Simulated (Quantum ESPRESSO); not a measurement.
# Ge (Pm-3m) in Quantum ESPRESSO: settings compared, part 2 of 2

Quantum ESPRESSO 7.5. Earlier steps stand in the parts before.

## (3) Phonons, vdW-DF-cx

Input file pw.in:

```
&CONTROL
  calculation = 'scf'
  prefix = 'pwscf'
  outdir = './tmp'
  pseudo_dir = './pseudo'
  tprnfor = .true.
  tstress = .true.
  disk_io = 'low'
/
&SYSTEM
  ibrav = 0
  nat = 1
  ntyp = 1
  ecutwfc = 45
  ecutrho = 360
  nbnd = 13
  input_dft = 'vdw-df-cx'
  occupations = 'smearing'
  smearing = 'mv'
  degauss = 0.01469973
/
&ELECTRONS
  conv_thr = 2d-10
  electron_maxstep = 120
  mixing_beta = 0.5
/
ATOMIC_SPECIES
Ge    72.6300 ge_pbe_v1.4.uspp.F.UPF
CELL_PARAMETERS angstrom
   2.7104700000    0.0000000000    0.0000000000
   0.0000000000    2.7104700000    0.0000000000
   0.0000000000    0.0000000000    2.7104700000
ATOMIC_POSITIONS angstrom
Ge     0.0000000000    0.0000000000    0.0000000000
K_POINTS automatic
8 8 8 0 0 0
```

Input file relax.in:

```
&CONTROL
  calculation = 'vc-relax'
  prefix = 'pwscf'
  outdir = './tmp'
  pseudo_dir = './pseudo'
  tprnfor = .true.
  tstress = .true.
  disk_io = 'low'
  nstep = 40
  forc_conv_thr = 0.0001
  etot_conv_thr = 1d-06
/
&SYSTEM
  ibrav = 0
  nat = 1
  ntyp = 1
  ecutwfc = 45
  ecutrho = 360
  nbnd = 13
  input_dft = 'vdw-df-cx'
  occupations = 'smearing'
  smearing = 'mv'
  degauss = 0.01469973
/
&ELECTRONS
  conv_thr = 2d-10
  electron_maxstep = 120
  mixing_beta = 0.5
/
&IONS
  ion_dynamics = 'bfgs'
/
&CELL
  cell_dynamics = 'bfgs'
  press = 0
  press_conv_thr = 0.2
/
ATOMIC_SPECIES
Ge    72.6300 ge_pbe_v1.4.uspp.F.UPF
CELL_PARAMETERS angstrom
   2.7104700000    0.0000000000    0.0000000000
   0.0000000000    2.7104700000    0.0000000000
   0.0000000000    0.0000000000    2.7104700000
ATOMIC_POSITIONS angstrom
Ge     0.0000000000    0.0000000000    0.0000000000
K_POINTS automatic
8 8 8 0 0 0
```

Input file scf2.in:

```
&CONTROL
  calculation = 'scf'
  prefix = 'pwscf'
  outdir = './tmp'
  pseudo_dir = './pseudo'
  tprnfor = .true.
  tstress = .true.
  disk_io = 'low'
/
&SYSTEM
  ibrav = 0
  nat = 1
  ntyp = 1
  ecutwfc = 45
  ecutrho = 360
  nbnd = 13
  input_dft = 'vdw-df-cx'
  occupations = 'smearing'
  smearing = 'mv'
  degauss = 0.01469973
/
&ELECTRONS
  conv_thr = 1d-13
  electron_maxstep = 120
  mixing_beta = 0.5
  startingpot = 'file'
  startingwfc = 'file'
/
ATOMIC_SPECIES
Ge    72.6300 ge_pbe_v1.4.uspp.F.UPF
CELL_PARAMETERS angstrom
   2.6799439196    0.0000000000    0.0000000000
   0.0000000000    2.6799439196    0.0000000000
   0.0000000000    0.0000000000    2.6799439196
ATOMIC_POSITIONS angstrom
Ge     0.0000000000    0.0000000000    0.0000000000
K_POINTS automatic
8 8 8 0 0 0
```

Input file ph.in:

```
phonons of Ge
&INPUTPH
  prefix = 'pwscf'
  outdir = './tmp'
  tr2_ph = 1d-16
  fildyn = 'dyn'
  niter_ph = 60
  alpha_mix(1) = 0.4
/
0.5000000000 0.5000000000 0.0000000000
```

Potentials or basis: GBRV 1.5 PBE.

On the command line:

```sh
> OMP_NUM_THREADS=1 pw.x -in pw.in > pw.out
> OMP_NUM_THREADS=1 pw.x -in relax.in > relax.out
> OMP_NUM_THREADS=1 pw.x -in scf2.in > scf2.out
> OMP_NUM_THREADS=1 ph.x -in ph.in > ph.out
```

pw.out:

```text
This program is part of the open-source Quantum ESPRESSO suite
     for quantum simulation of materials; please cite
         "P. Giannozzi et al., J. Phys.:Condens. Matter 21 395502 (2009);
         "P. Giannozzi et al., J. Phys.:Condens. Matter 29 465901 (2017);
         "P. Giannozzi et al., J. Chem. Phys. 152 154105 (2020);
     in publications or presentations arising from this work. More details at

     IMPORTANT: XC functional enforced from input :
     Exchange-correlation= VDW-DF-CX
                           (   1   4  27   0   1   0   0)
     Any further DFT definition will be discarded
     Please, verify this is what you really want

     Message from routine setup:
     using ibrav=0 with symmetry is DISCOURAGED, use correct ibrav instead

     G-vector sticks info
     --------------------
     sticks:   dense  smooth     PW     G-vecs:    dense   smooth      PW
     Sum         749     373    129                15515     5449    1045

     Using Slab Decomposition

[... 192 lines left out ...]
    16.2587  19.8450  19.8450  22.1580  38.5472
[... 163 lines left out ...]
   -14.2067 -14.1910 -14.1910 -14.0018 -13.9678   7.2283   9.4073   9.4073
    12.4042  15.5706  17.9552  17.9552  21.2030

          k =-0.5000-0.5000-0.5000 (   672 PWs)   bands (ev):

   -14.2044 -14.2044 -14.2044 -13.9672 -13.9672   8.9474  10.0376  10.0376
    10.0376  16.7236  16.7236  16.7236  19.4215

     the Fermi energy is     9.6836 ev

!    total energy              =    -212.49487720 Ry
     estimated scf accuracy    <          2.1E-11 Ry
     smearing contrib. (-TS)   =       0.00012478 Ry
     internal energy E=F+TS    =    -212.49500198 Ry

     The total energy is F=E-TS. E is the sum of the following terms:
     one-electron contribution =    -120.79247008 Ry
     hartree contribution      =      73.88726210 Ry
     xc contribution           =     -57.01788556 Ry
     ewald contribution        =    -108.57190844 Ry

     convergence has been achieved in   7 iterations

     Forces acting on atoms (cartesian axes, Ry/au):

     atom    1 type  1   force =     0.00000000    0.00000000    0.00000000

     Total force =     0.000000     Total SCF correction =     0.000000

     Computing stress (Cartesian axis) and pressure

          total   stress  (Ry/bohr**3)                   (kbar)     P=      -24.07
  -0.00016366   0.00000000   0.00000000          -24.07        0.00        0.00
   0.00000000  -0.00016366   0.00000000            0.00      -24.07        0.00
   0.00000000   0.00000000  -0.00016366            0.00        0.00      -24.07

=------------------------------------------------------------------------------=
   JOB DONE.
=------------------------------------------------------------------------------=
```

scf2.out:

```text
This program is part of the open-source Quantum ESPRESSO suite
     for quantum simulation of materials; please cite
         "P. Giannozzi et al., J. Phys.:Condens. Matter 21 395502 (2009);
         "P. Giannozzi et al., J. Phys.:Condens. Matter 29 465901 (2017);
         "P. Giannozzi et al., J. Chem. Phys. 152 154105 (2020);
[... 370 lines left out ...]
   0.00000000   0.00000034   0.00000000            0.00        0.05        0.00
   0.00000000   0.00000000   0.00000034            0.00        0.00        0.05

=------------------------------------------------------------------------------=
   JOB DONE.
=------------------------------------------------------------------------------=
```

It took 4.7 min on 1 thread of Arm Neoverse V2, shared host; peak memory 0.1 GiB.

Results:

```
Free energy                                 : -2891.1444 eV
Relaxed volume                              : 19.25 Å³/atom
Relaxed cell                                : a = 2.680 Å, b = 2.680 Å, c = 2.680 Å, α = 90.00°, β = 90.00°, γ = 90.00°
Space group after relaxing (to 0.05 Å)      : Pm-3m (No. 221)
Pressure after relaxing                     : 0.0 GPa
Band gap on the k mesh                      : none (metal or under the smearing width)
Highest phonon frequency at the q point run : 201 cm⁻¹
```

The path:
```csv
step,energy change (eV),largest force (eV/Å),pressure (GPa),volume (Å³)
1,0.0000,0.0000,-2.41,19.91
2,-0.0030,0.0000,-1.59,19.67
3,-0.0052,0.0000,-0.24,19.31
4,-0.0052,0.0000,0.01,19.24
5,-0.0052,0.0000,0.00,19.25
```

Final structure:
```xyz
1
Lattice="2.6799 0.0000 0.0000 0.0000 2.6799 0.0000 0.0000 0.0000 2.6799" Properties=species:S:1:pos:R:3 pbc="T T T"
Ge    0.0000    0.0000    0.0000
```

Phonon frequencies in cm⁻¹ (negative: imaginary):
```csv
q point,frequencies
"(0.500, 0.500, 0.000)",97 201 201
```

Phonon modes at q = (0.500, 0.500, 0.000) in reciprocal lattice units:
| mode | symmetry | cm⁻¹ |
| --- | --- | --- |
| 1 | A_2u | 97 |
| 2 | E_u | 201 |
| 3 | E_u | 201 |

Caveat: the mesh is thin for the phonons of a metal; the potentials were made for another functional, which shifts forces and pressure.
